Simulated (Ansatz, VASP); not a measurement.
**Pb: VASP beside Ansatz**

```xyz
2
Lattice="3.6021 0.0000 0.0000 -1.8011 3.1195 0.0000 0.0000 0.0000 5.9384" Properties=species:S:1:pos:R:3 pbc="T T T"
Pb    0.0000    2.0797    1.4846
Pb    1.8011    1.0398    4.4538
```

Alike in both runs: task relaxation of shape and atoms at fixed volume; functional PBE; dispersion D3(BJ); k mesh 15 × 15 × 8; occupations gaussian, width 0.1 eV; no spin polarisation.

```csv
,VASP,Ansatz
version,VASP 6.6.1,Ansatz 0.2.0
potentials or method,"VASP PAW PBE potentials, release 64 (Pb_d)","scalar-relativistic, plane waves, PAW"
plane-wave cutoff (eV),600,420
valence electrons in the cell,28,28
```

|  | VASP | Ansatz | Ansatz less VASP |
| --- | --- | --- | --- |
| gap on the k mesh at the Fermi level, each at its own relaxed structure (eV) | none | none | - |
| relaxed volume (Å³/atom) | 33.36 | 33.36 | 0.000 |
| relaxed cell length with the largest relative difference (Å) | 3.602 | 3.602 | 0.0000 |

A gap of «none» marks a metal or a gap that the smearing closes.

Caveats: the relaxation stopped at its first step, so nothing moved; pairwise dispersion overbinds metals, which lowers pressure and volume. The runs have no spin-orbit coupling, so splittings on Pb are missing.
